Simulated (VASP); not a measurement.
# TePt (R-3m) in VASP: settings compared, part 3 of 3

VASP 6.6.1. The steps go on from the part before.

## Step 6: Relaxation of cell and atoms, PBEsol

Contents of INCAR:

```
PREC = Accurate ; ENCUT = 600
EDIFF = 1E-6 ; ISMEAR = 1
SIGMA = 0.1 ; LREAL = F
LASPH = T ; NELM = 80
ALGO = Normal ; ISIF = 3
LWAVE = F ; LCHARG = F
GGA = PS ; IBRION = 2
NSW = 90 ; EDIFFG = -0.01
KPAR = 2
```

Contents of KPOINTS:

```
Automatic mesh
0
Gamma
  11 11 11
```

Contents of POSCAR:

```
TePt
1.0
    1.9815661262      1.1440577364      6.6610334788
   -1.9815661262      1.1440577364      6.6610334788
    0.0000000000     -2.2881154728      6.6610334788
Te Pt
2 2
Direct
    0.5980000000      0.5980000000      0.5980000000
    0.4020000000      0.4020000000      0.4020000000
    0.8703333333      0.8703333333      0.8703333333
    0.1296666667      0.1296666667      0.1296666667
```

Potentials or basis: VASP PAW PBE potentials, release 64 (Te, Pt).

On the command line:

```bash
> cat potpaw_PBE.64/Te/POTCAR potpaw_PBE.64/Pt/POTCAR > POTCAR
> mpirun -np 2 vasp_std > vasp.out
```

OUTCAR:

```text
PREC = Accurate
   ENCUT = 600
   EDIFF = 1E-6
   ISMEAR = 1
   LREAL = F
   LASPH = T
   NELM = 80
   ISIF = 3
   GGA = PS
   IBRION = 2
   NSW = 90
   EDIFFG = -0.01

 ion  position               nearest neighbor table
   1  0.598  0.598  0.598-   3 2.59   3 2.59   3 2.59   4 3.54   4 3.54   4 3.54   2 3.57   2 3.57
                             2 3.57
   2  0.402  0.402  0.402-   4 2.59   4 2.59   4 2.59   3 3.54   3 3.54   3 3.54   1 3.57   1 3.57
                             1 3.57
   3  0.870  0.870  0.870-   1 2.59   1 2.59   1 2.59   4 2.72   4 2.72   4 2.72   2 3.54   2 3.54
                             2 3.54
   4  0.130  0.130  0.130-   2 2.59   2 2.59   2 2.59   3 2.72   3 2.72   3 2.72   1 3.54   1 3.54
                             1 3.54

  LATTYP: Found a trigonal (rhomboedric) cell.
 ALAT       =     7.0430703122
 COS(alpha) =     0.8416846276

  Lattice vectors:

 A1 = (   1.9815661262,   1.1440577364,   6.6610334788)
 A2 = (  -1.9815661262,   1.1440577364,   6.6610334788)
 A3 = (   0.0000000000,  -2.2881154728,   6.6610334788)

Analysis of symmetry for initial positions (statically):
=====================================================================
 Subroutine PRICEL returns:
 Original cell was already a primitive cell.

 Routine SETGRP: Setting up the symmetry group for a
 trigonal (rhombohedral) supercell.

 Subroutine GETGRP returns: Found 12 space group operations
 (whereof 12 operations were pure point group operations)
 out of a pool of 12 trial point group operations.

The static configuration has the point symmetry D_3d.

Analysis of symmetry for dynamics (positions and initial velocities):
=====================================================================
 Subroutine PRICEL returns:
 Original cell was already a primitive cell.

 Routine SETGRP: Setting up the symmetry group for a
 trigonal (rhombohedral) supercell.

 Subroutine GETGRP returns: Found 12 space group operations
 (whereof 12 operations were pure point group operations)
 out of a pool of 12 trial point group operations.

The dynamic configuration has the point symmetry D_3d.

[... 134 lines left out ...]
 non-spin polarized calculation
 Methfessel and Paxton  Order N= 1 SIGMA  =   0.10
  energy-cutoff  :      600.00
  volume of cell :       90.60
 maximum number of plane-waves:      3044
   NGX = 29   NGY = 29   NGZ = 29

--------------------------------------- Ionic step        1  -------------------------------------------

 number of electron      31.9999999 magnetization

 Free energy of the ion-electron system (eV)
  ---------------------------------------------------
  ext. energy  EPLUGINS =         0.00000000
  ---------------------------------------------------
  free energy    TOTEN  =       -22.35755564 eV

  energy without entropy =      -22.35684517  energy(sigma->0) =      -22.35731881

------------------------ aborting loop because EDIFF is reached ----------------------------------------

  FORCE on cell =-STRESS in cart. coord.  units (eV):
  Direction    XX          YY          ZZ          XY          YZ          ZX
  --------------------------------------------------------------------------------------
  -------------------------------------------------------------------------------------
  Total       -0.2593588     -0.2593588     -0.2444184      0.0000000      0.0000000      0.0000000
  in kB       -4.5862968     -4.5862968     -4.3221026      0.0000000      0.0000000      0.0000000
  external PRESSURE =      -4.4982320 kB  Pullay stress =       0.0000000 kB
[... 253 lines left out ...]
--------------------------------------- Ionic step        8  -------------------------------------------

 number of electron      31.9999999 magnetization

 Free energy of the ion-electron system (eV)
  ---------------------------------------------------
  ext. energy  EPLUGINS =         0.00000000
  ---------------------------------------------------
  free energy    TOTEN  =       -22.36056069 eV

  energy without entropy =      -22.35986045  energy(sigma->0) =      -22.36032728

 E-fermi :   8.3642     XC(G=0): -11.0777

 val. band max:        8.3591361443   @ k =   0.4545   0.4545   0.1818
 cond. band min:       8.3686933638   @ k =   0.2727   0.1818   0.0000
 fundamental gap:      0.0095572196
 Fermi energy:         8.3642330941

 k-point     1 :       0.0000    0.0000    0.0000
  band No.  band energies     occupation
      1      -5.0117      2.00000
      2      -3.4158      2.00000
      3       1.4890      2.00000
      4       2.8385      2.00000
      5       2.8385      2.00000
      6       3.5322      2.00000
[... 541 lines left out ...]
     19      12.3665      0.00000
     20      13.8934      0.00000

 [... further k-points ...]

------------------------ aborting loop because EDIFF is reached ----------------------------------------

  FORCE on cell =-STRESS in cart. coord.  units (eV):
  Direction    XX          YY          ZZ          XY          YZ          ZX
  --------------------------------------------------------------------------------------
  -------------------------------------------------------------------------------------
  Total       -0.0257114     -0.0257114     -0.0293581      0.0000000      0.0000000      0.0000000
  in kB       -0.4576334     -0.4576334     -0.5225409      0.0000000      0.0000000      0.0000000
  external PRESSURE =      -0.4792692 kB  Pullay stress =       0.0000000 kB
[... 19 lines left out ...]
  FREE ENERGIE OF THE ION-ELECTRON SYSTEM (eV)
  ---------------------------------------------------
  free  energy   TOTEN  =       -22.3605606894 eV

  energy  without entropy=      -22.3598604489  energy(sigma->0) =      -22.36032728

 reached required accuracy - stopping structural energy minimisation
```

Run time: 15 min. Hardware: 2 MPI ranks of Intel Xeon Platinum 8488C (Sapphire Rapids), shared host; peak memory 0.67 GiB.

What came out:

```
Free energy                            : -22.3606 eV
Relaxed volume                         : 22.50 Å³/atom
Relaxed cell                           : a = 7.020 Å, b = 7.020 Å, c = 7.020 Å, α = 32.74°, β = 32.74°, γ = 32.74°
Space group after relaxing (to 0.05 Å) : R-3m (No. 166)
Energy gained by relaxing              : 0.8 meV/atom
Ionic steps                            : 8
Pressure after relaxing                : 0.0 GPa
Largest force after relaxing           : 0.008 eV/Å
Band gap on the k mesh                 : none (metal or under the smearing width)
```

Forces in eV/Å, atoms in the order of the input:
```
Te   0.000  0.000  0.008
Te   0.000  0.000 -0.008
Pt   0.000  0.000 -0.007
Pt   0.000  0.000  0.007
```

The path:
```csv
step,energy change (eV),largest force (eV/Å),pressure (GPa),volume (Å³)
1,0.0000,0.1740,-0.45,90.60
2,-0.0019,0.1013,0.61,89.77
3,-0.0021,0.0894,0.35,89.98
4,-0.0025,0.0700,-0.22,90.18
5,-0.0029,0.0186,0.00,90.10
6,-0.0029,0.0146,-0.02,90.09
7,-0.0030,0.0052,-0.09,90.07
8,-0.0030,0.0080,-0.05,90.02
```

Final structure:
```
Te Pt
1.0
     1.97848    1.14228    6.63838
    -1.97848    1.14228    6.63838
     0.00000   -2.28456    6.63838
Te Pt
2 2
Direct
  0.59842 0.59842 0.59842
  0.40158 0.40158 0.40158
  0.86991 0.86991 0.86991
  0.13009 0.13009 0.13009
```

Caveat: the PAW data sets were made with another functional, which shifts forces and pressure a little. Spin-orbit coupling is left out, which matters for the levels of Pt, Te.

## Step 7: Relaxation of cell and atoms, PBEsol

This run uses another cell than the first one, of 22.50 Å³/atom, 0.994 times its volume.

Contents of INCAR:

```
PREC = Accurate ; ENCUT = 600
EDIFF = 1E-7 ; ISMEAR = 1
SIGMA = 0.1 ; LREAL = F
LASPH = T ; NELM = 80
ALGO = Normal ; ISIF = 3
LWAVE = F ; LCHARG = F
GGA = PS ; IBRION = 2
NSW = 90 ; EDIFFG = -0.005
KPAR = 2
```

KPOINTS is that of step 6.

Contents of POSCAR:

```
TePt                                    
1.0
    1.9784841008      1.1422783282      6.6383804120
   -1.9784841008      1.1422783282      6.6383804120
    0.0000000000     -2.2845566564      6.6383804120
  Te              Pt            
     2     2
Direct
     0.5984169153459602    0.5984169153459602    0.5984169153459602
     0.4015830846540397    0.4015830846540397    0.4015830846540397
     0.8699140019680450    0.8699140019680450    0.8699140019680450
     0.1300859980319551    0.1300859980319551    0.1300859980319551
```

On the command line:

```bash
> cat potpaw_PBE.64/Te/POTCAR potpaw_PBE.64/Pt/POTCAR > POTCAR
> mpirun -np 2 vasp_std > vasp.out
```

Run time: 12 min. Hardware: 2 MPI ranks of Intel Xeon Platinum 8488C (Sapphire Rapids), shared host; peak memory 0.67 GiB.

Results (log left out):

```yaml
Free_energy: -22.3605 eV
Relaxed_volume: 22.49 Å³/atom
Relaxed_cell: a = 7.018 Å, b = 7.018 Å, c = 7.018 Å, α = 32.74°, β = 32.74°, γ = 32.74°
Space_group_after_relaxing_to_0.05_Å: R-3m (No. 166)
Energy_gained_by_relaxing: 0.0 meV/atom
Ionic_steps: 6
Pressure_after_relaxing: 0.0 GPa
Largest_force_after_relaxing: 0.005 eV/Å
Band_gap_on_the_k_mesh: none (metal or under the smearing width)
```

Forces in eV/Å, atoms in the order of the input:
```
Te   0.000  0.000  0.002
Te   0.000  0.000 -0.002
Pt   0.000  0.000  0.005
Pt   0.000  0.000 -0.005
```

Final structure:
```
Te Pt
1.0
     1.97818    1.14210    6.63580
    -1.97818    1.14210    6.63580
     0.00000   -2.28421    6.63580
Te Pt
2 2
Direct
  0.59848 0.59848 0.59848
  0.40152 0.40152 0.40152
  0.86989 0.86989 0.86989
  0.13011 0.13011 0.13011
```

Levels at points of the mesh, in eV from the Fermi level:
```
           k point  band 13  band 14  band 15  band 16  band 17  band 18  band 19  band 20
(0.00, 0.00, 0.00)    -1.71     0.66     0.66     0.90     1.24     2.89     2.89     4.59
```

Caveat: the PAW data sets were made with another functional, which shifts forces and pressure a little. Spin-orbit coupling is left out, which matters for the levels of Pt, Te.

## Step 8: The runs side by side

```tsv
level	potentials or basis	gap on the mesh (eV)	pressure (GPa)	relaxed volume (Å³/atom)
LDA	VASP PAW LDA potentials, release 64 (Te, Pt)	none	0.0	22.02
rev-vdW-DF2	VASP PAW PBE potentials, release 64 (Te, Pt)	none	0.0	23.15
PBEsol	VASP PAW PBE potentials, release 64 (Te, Pt)	none	0.0	22.49
```

Alike in all rows: task relaxation of cell and atoms; no spin polarisation; cell relaxed; k mesh 11 × 11 × 11; cutoff (eV) 600; smearing methfessel-paxton 0.1 eV.

Caveats: the PAW data sets were made with another functional, which shifts forces and pressure a little (some runs).

Absolute energies hang on the potentials; compare differences alone.
